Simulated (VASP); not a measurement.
# Mo (Im-3m) in VASP: further runs, part 2 of 2

VASP 6.6.1. Earlier steps stand in the parts before.

### Step 4. Relaxation of the atoms, PBE (a relaxed cell with its volume scaled by 0.94)

Input file INCAR:

```
SYSTEM = Mo
PREC     = Accurate       ! precision mode
ENCUT    = 600            ! plane-wave cutoff, eV
EDIFF    = 1E-7           ! SCF threshold, eV
ISMEAR   = 1              ! smearing method
SIGMA    = 0.1            ! smearing width, eV
LREAL    = .FALSE.        ! projectors in reciprocal space
LASPH    = .TRUE.         ! aspherical terms in the spheres
NELM     = 80             ! most SCF steps
ALGO     = Fast           ! electronic algorithm
ISIF     = 2              ! what is computed and relaxed
LWAVE    = .FALSE.        ! write WAVECAR
LCHARG   = .FALSE.        ! write CHGCAR
GGA      = PE             ! functional
IBRION   = 2              ! ionic algorithm
NSW      = 40             ! ionic steps
EDIFFG   = -0.01          ! ionic threshold
```

Input file KPOINTS:

```
regular mesh
0
G
  16 16 16
  0 0 0
```

Input file POSCAR:

```
Mo                                      
1.0
   -1.5486202250      1.5486202250      1.5486202250
    1.5486202250     -1.5486202250      1.5486202250
    1.5486202250      1.5486202250     -1.5486202250
  Mo            
     1
Direct
     0.0000000000000000    0.0000000000000000    0.0000000000000000
```

Started as:

```sh
$ cat potpaw_PBE.64/Mo_sv/POTCAR > POTCAR
$ mpirun -np 1 vasp_std > vasp.out
```

Run time: 25 s. Hardware: 1 thread of AMD EPYC 7R13 (Zen 3), shared host; peak memory 0.13 GiB.

Results (log left out):

```yaml
Free_energy: -10.8879 eV
Pressure_after_relaxing: 18.4 GPa
Band_gap_on_the_k_mesh: none (metal or under the smearing width)
```

Final structure:
```cif
data_structure
_symmetry_space_group_name_H-M 'P 1'
_symmetry_Int_Tables_number 1
_cell_length_a 2.6823
_cell_length_b 2.6823
_cell_length_c 2.6823
_cell_angle_alpha 109.471
_cell_angle_beta 109.471
_cell_angle_gamma 109.471
_cell_volume 14.86
loop_
_atom_site_label
_atom_site_type_symbol
_atom_site_fract_x
_atom_site_fract_y
_atom_site_fract_z
_atom_site_occupancy
Mo1 Mo 0.00000 0.00000 0.00000 1
```

Levels at points of the mesh, in eV from the Fermi level:
```tsv
k point	band 5	band 6	band 7	band 8	band 9	band 10
(0.00, 0.00, 0.00)	-7.42	-1.49	-1.49	-1.49	1.73	1.73
(0.50, 0.00, 0.00)	-5.66	-3.67	1.79	1.81	2.47	5.09
(0.50, 0.50, 0.50)	-5.87	-5.87	4.26	4.26	4.26	9.45
```

Caveat: the relaxation stopped at its first step, so nothing moved.

### Step 5. Relaxation of the atoms, PBE (a relaxed cell with its volume scaled by 0.96)

INCAR is that of step 4.

KPOINTS is that of step 4.

Input file POSCAR:

```
Mo                                      
1.0
   -1.5595263606      1.5595263606      1.5595263606
    1.5595263606     -1.5595263606      1.5595263606
    1.5595263606      1.5595263606     -1.5595263606
  Mo            
     1
Direct
     0.0000000000000000    0.0000000000000000    0.0000000000000000
```

Started as:

```sh
$ cat potpaw_PBE.64/Mo_sv/POTCAR > POTCAR
$ mpirun -np 1 vasp_std > vasp.out
```

It took 25 s on 1 thread of AMD EPYC 7R13 (Zen 3), shared host; peak memory 0.13 GiB.

Results (log left out):

```
Free energy             : -10.9177 eV
Pressure after relaxing : 11.6 GPa
Band gap on the k mesh  : none (metal or under the smearing width)
```

Final structure:
```yaml
crystal:
  lattice:
    - [-1.55953, 1.55953, 1.55953]
    - [1.55953, -1.55953, 1.55953]
    - [1.55953, 1.55953, -1.55953]
  atoms:
    - { symbol: Mo, position: [0.00000, 0.00000, 0.00000] }
```

Levels at points of the mesh, in eV from the Fermi level:
| k point | band 4 | band 5 | band 6 | band 7 | band 8 | band 9 | band 10 | band 11 |
| --- | --- | --- | --- | --- | --- | --- | --- | --- |
| (0.00, 0.00, 0.00) | -34.49 | -7.35 | -1.44 | -1.44 | -1.44 | 1.70 | 1.70 | 14.86 |
| (0.50, 0.00, 0.00) | -34.51 | -5.52 | -3.56 | 1.73 | 1.75 | 2.40 | 4.94 | 12.00 |
| (0.50, 0.50, 0.50) | -35.55 | -5.69 | -5.69 | 4.14 | 4.14 | 4.14 | 9.28 | 9.28 |

Caveat: the relaxation stopped at its first step, so nothing moved.

### Step 6. Relaxation of the atoms, PBE (a relaxed cell with its volume scaled by 0.98)

INCAR is that of step 5.

KPOINTS is that of step 5.

Input file POSCAR:

```
Mo                                      
1.0
   -1.5702820547      1.5702820547      1.5702820547
    1.5702820547     -1.5702820547      1.5702820547
    1.5702820547      1.5702820547     -1.5702820547
  Mo            
     1
Direct
     0.0000000000000000    0.0000000000000000    0.0000000000000000
```

Potentials or basis: VASP PAW PBE potentials, release 64 (Mo_sv).

Started as:

```sh
$ cat potpaw_PBE.64/Mo_sv/POTCAR > POTCAR
$ mpirun -np 1 vasp_std > vasp.out
```

OUTCAR:

```text
SYSTEM = Mo
   PREC = Accurate
   ENCUT = 600
   EDIFF = 1E-7
   ISMEAR = 1
   LREAL = .FALSE.
   LASPH = .TRUE.
   NELM = 80
   ISIF = 2
   GGA = PE
   IBRION = 2
   NSW = 40
   EDIFFG = -0.01

 ion  position               nearest neighbor table
   1  0.000  0.000  0.000-

  LATTYP: Found a body centered cubic cell.
 ALAT       =     3.1405641094

  Lattice vectors:

 A1 = (  -1.5702820547,   1.5702820547,   1.5702820547)
[... 520 lines left out ...]
     11      26.0691      0.00000

 [... further k-points ...]

------------------------ aborting loop because EDIFF is reached ----------------------------------------

  FORCE on cell =-STRESS in cart. coord.  units (eV):
  Direction    XX          YY          ZZ          XY          YZ          ZX
  --------------------------------------------------------------------------------------
  -------------------------------------------------------------------------------------
  Total        0.5286354      0.5286354      0.5286354      0.0000000     -0.0000000     -0.0000000
  in kB       54.6857069     54.6857069     54.6857069      0.0000000     -0.0000000     -0.0000000
  external PRESSURE =      54.6857069 kB  Pullay stress =       0.0000000 kB

 VOLUME and BASIS-vectors are now :
 -----------------------------------------------------------------------------
  energy-cutoff  :      600.00
  volume of cell :       15.49
      direct lattice vectors                 reciprocal lattice vectors
    -1.570282055  1.570282055  1.570282055     0.000000000  0.318414134  0.318414134
     1.570282055 -1.570282055  1.570282055     0.318414134  0.000000000  0.318414134
     1.570282055  1.570282055 -1.570282055     0.318414134  0.318414134  0.000000000

 POSITION                                       TOTAL-FORCE (eV/Angst)
 -----------------------------------------------------------------------------------
      0.00000      0.00000      0.00000        -0.000000      0.000000      0.000000
 -----------------------------------------------------------------------------------
    total drift:                               -0.000000      0.000000      0.000000

  FREE ENERGIE OF THE ION-ELECTRON SYSTEM (eV)
  ---------------------------------------------------
  free  energy   TOTEN  =       -10.9347805861 eV

  energy  without entropy=      -10.9353292270  energy(sigma->0) =      -10.93496347

 reached required accuracy - stopping structural energy minimisation
```

Wall time 26 s (1 thread of AMD EPYC 7R13 (Zen 3), shared host); peak memory 0.13 GiB.

What came out:

```
Free energy             : -10.9348 eV
Pressure after relaxing : 5.5 GPa
Band gap on the k mesh  : none (metal or under the smearing width)
```

Final structure:
```xyz
1
Lattice="-1.5703 1.5703 1.5703 1.5703 -1.5703 1.5703 1.5703 1.5703 -1.5703" Properties=species:S:1:pos:R:3 pbc="T T T"
Mo    0.0000    0.0000    0.0000
```

Caveat: the relaxation stopped at its first step, so nothing moved.

### Step 7. The runs side by side

```csv
task,cell,gap on the mesh (eV),pressure (GPa)
relaxation of cell and atoms,relaxed,none,0.0
relaxation of the atoms,atoms relaxed from: a relaxed cell with its volume scaled by 0.94,none,18.4
relaxation of the atoms,atoms relaxed from: a relaxed cell with its volume scaled by 0.96,none,11.6
relaxation of the atoms,atoms relaxed from: a relaxed cell with its volume scaled by 0.98,none,5.5
```

Alike in all rows: level PBE; potentials or basis VASP PAW PBE potentials, release 64 (Mo_sv); no spin polarisation; k mesh 16 × 16 × 16; cutoff (eV) 600; smearing methfessel-paxton 0.1 eV.

Caveats: the relaxation stopped at its first step, so nothing moved.

Absolute energies hang on the potentials; compare differences alone.
